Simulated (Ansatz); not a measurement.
In₂O₃: In-115 nuclear quadrupole resonance

Cell: a structure deposited in the COD, ions relaxed with PBE at fixed cell.

```
CELL_PARAMETERS angstrom
-5.06000 5.06000 5.06000
5.06000 -5.06000 5.06000
5.06000 5.06000 -5.06000
ATOMIC_POSITIONS crystal
In 0.50006 0.50006 0.50006
In 0.50000 0.00000 0.99994
In 0.99994 0.50000 0.00000
In 0.00000 0.99994 0.50000
In 0.25000 0.21623 0.96623
In 0.75000 0.28377 0.53377
In 0.96623 0.25000 0.21623
In 0.53377 0.75000 0.28377
In 0.21623 0.96623 0.25000
In 0.28377 0.53377 0.75000
In 0.25000 0.71630 0.46630
In 0.75000 0.78370 0.03370
In 0.46630 0.25000 0.71630
In 0.03370 0.75000 0.78370
In 0.71630 0.46630 0.25000
In 0.78370 0.03370 0.75000
O 0.45418 0.46386 0.22744
O 0.73642 0.22674 0.27256
O 0.04582 0.27326 0.00969
O 0.76358 0.03614 0.49031
O 0.22744 0.45418 0.46386
O 0.27256 0.73642 0.22674
O 0.00969 0.04582 0.27326
O 0.49031 0.76358 0.03614
O 0.46386 0.22744 0.45418
O 0.22674 0.27256 0.73642
O 0.27326 0.00969 0.04582
O 0.03614 0.49031 0.76358
O 0.77256 0.54577 0.53609
O 0.50968 0.23647 0.96391
O 0.72744 0.26353 0.77320
O 0.99032 0.95423 0.72680
O 0.53609 0.77256 0.54577
O 0.96391 0.50968 0.23647
O 0.77320 0.72744 0.26353
O 0.72680 0.99032 0.95423
O 0.54577 0.53609 0.77256
O 0.23647 0.96391 0.50968
O 0.26353 0.77320 0.72744
O 0.95423 0.72680 0.99032
```

Sites (sets of like atoms) are named by element and the number of their first atom in this list.

The numbers come from a DFT calculation in Ansatz (PBE, plane waves and PAW, with spin–orbit coupling, 420 eV cutoff, Γ-centred 3×3×3 k-points, Fermi–Dirac smearing 0.02 eV).

In-115: I = 9/2, Q = 772.0 mb (year-2017 value). Static lattice, zero field.

(1) Predict the zero-field In-115 lines of each site.

(2) And for ¹¹³In (I = 9/2, Q = 761.0 mb) on In1?

Answers

(1) For I = 9/2 and η = 0 the lines are |C_Q|/24 times 1, 2, 3 and 4; η shifts the lowest up most. At large η the states mix, and weaker lines appear at sums of the main ones; lines under 5 % of the strongest are left out.

```csv
site,atoms,V_zz (10²¹ V/m²),C_Q (MHz),η,line frequencies (MHz)
In1,"1, 2, 3, 4",8.30,155,0.00,"6.46, 12.9, 19.4, 25.8"
In5,"5, 6, 7, 8, 9, 10, …",5.24,97.8,0.95,"9.82, 10.3, 14.4, 15.0, 20.1"
```

(2) C_Q scales with Q to 153 MHz, with lines at 6.37, 12.7, 19.1, 25.5 MHz.

An axis of threefold or higher order runs through In1, so V_zz lies along it and η is zero.

At this cell the PBE pressure is 8 GPa, so with PBE the cell would grow if it were relaxed. The database positions were far from equilibrium, so the relaxed structure may not be the compound's real one.

The run took 20 min of wall time (20 min of CPU time) and 3 GiB at its peak, on 1 thread of Intel Xeon Platinum 8259CL CPU @ 2.50GHz (Skylake/Cascade Lake) (x86_64; 16 cores open to the job, memory cap 3.0 GiB, no GPU), a shared host with a load of 0.5 a core.
